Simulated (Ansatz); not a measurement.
Crystal: TiH.

```
CELL_PARAMETERS angstrom
0.00000 2.08970 2.08970
2.08970 0.00000 2.08970
2.08970 2.08970 0.00000
ATOMIC_POSITIONS crystal
Ti 0.00000 0.00000 0.00000
H 0.50000 0.50000 0.50000
```

The cell comes from a database or a generator and needn't be the stable form of this composition.

* Program: Ansatz 0.2.0
* Task: relaxation of cell and atoms
* Functional: BLYP
* Potentials or basis: all-electron LAPW, scalar-relativistic
* Basis error allowed: 0.001 eV/atom
* k mesh: 11 × 11 × 11
* Occupations: fermi-dirac, width 0.05 eV
* Spin: no spin polarisation

At the start: volume 9.13 Å³/atom.

Problem. How do energy, volume and symmetry change on relaxing?

Solution. Over 5 steps the energy falls by 4.5 meV/atom and the volume is 9.44 Å³/atom (+3.5 %); space group Fm-3m (No. 225, to 0.05 Å).

Step by step:
| step | energy change (eV) | largest force (eV/Å) | volume (Å³) |
| --- | --- | --- | --- |
| 1 | 0.0000 | 0.0000 | 18.25 |
| 2 | -0.0034 | 0.0000 | 19.41 |
| 3 | -0.0091 | 0.0000 | 18.91 |
| 4 | -0.0091 | 0.0000 | 18.89 |
| 5 | -0.0091 | 0.0000 | 18.89 |

Final structure:
```yaml
crystal:
  lattice:
    - [0.00000, 2.11363, 2.11363]
    - [2.11363, 0.00000, 2.11363]
    - [2.11363, 2.11363, 0.00000]
  atoms:
    - { symbol: Ti, position: [0.00000, 0.00000, 0.00000] }
    - { symbol: H, position: [0.50000, 0.50000, 0.50000] }
```
